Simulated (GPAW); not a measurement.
A run of GPAW 26.7.0 is set up as follows.

run.py

```python
from ase import Atoms
from ase.dft.bandgap import bandgap
from ase.io import write
from ase.units import GPa
from gpaw import GPAW, PW

atoms = Atoms(['Sn', 'Sn', 'O', 'O'],
              cell=[[3.81369522, 0.0, 0.0],
                    [0.0, 3.81369522, 0.0],
                    [0.0, 0.0, 4.8869133]],
              scaled_positions=[[0.5, 0.0, 0.76462614],
                                [0.0, 0.5, 0.23537386],
                                [0.0, 0.0, 0.0],
                                [0.5, 0.5, 0.0]],
              pbc=True)

calc = GPAW(mode=PW(600),
            xc='PBE',
            kpts={'size': (6, 6, 5), 'gamma': True},
            occupations={'name': 'fermi-dirac', 'width': 0.05},
            nbands=33,
            maxiter=120,
            txt='gpaw.txt')
atoms.calc = calc
energy = atoms.get_potential_energy()
forces = atoms.get_forces()
stress = atoms.get_stress()
calc.write('gs.gpw')
write('result.traj', atoms)
print(f'Energy: {energy:.6f} eV')
print('Forces (eV/A):')
print(forces.round(4))
print('Stress (GPa):', (stress / GPa).round(3))
print('Fermi level:', round(calc.get_fermi_level(), 4), 'eV')
print(f'Gap: {bandgap(calc)[0]:.4f} eV, direct: {bandgap(calc, direct=True)[0]:.4f} eV')
```

Potentials or basis: GPAW PAW data sets (gpaw-data 1.2.1), pw.

The run is started by

```console
$ OMP_NUM_THREADS=1 python run.py
```

What does it give for the band gap on the k mesh?

0.15 eV, indirect (least direct gap 2.02 eV).

What does it give for the pressure?

0.3 GPa.

Estimate the largest force.

0.322 eV/Å.

Forces in eV/Å, atoms in the order of the input:
```
Sn   0.000  0.000 -0.322
Sn   0.000  0.000  0.322
O    0.000  0.000  0.000
O    0.000  0.000  0.000
```

Caveat: the cutoff is short for stress and forces, so pressures can be off by a GPa or more; spin-orbit coupling is left out, which moves the levels of the heavy elements; an odd mesh through Γ misses points on the zone boundary, where band edges often lie.
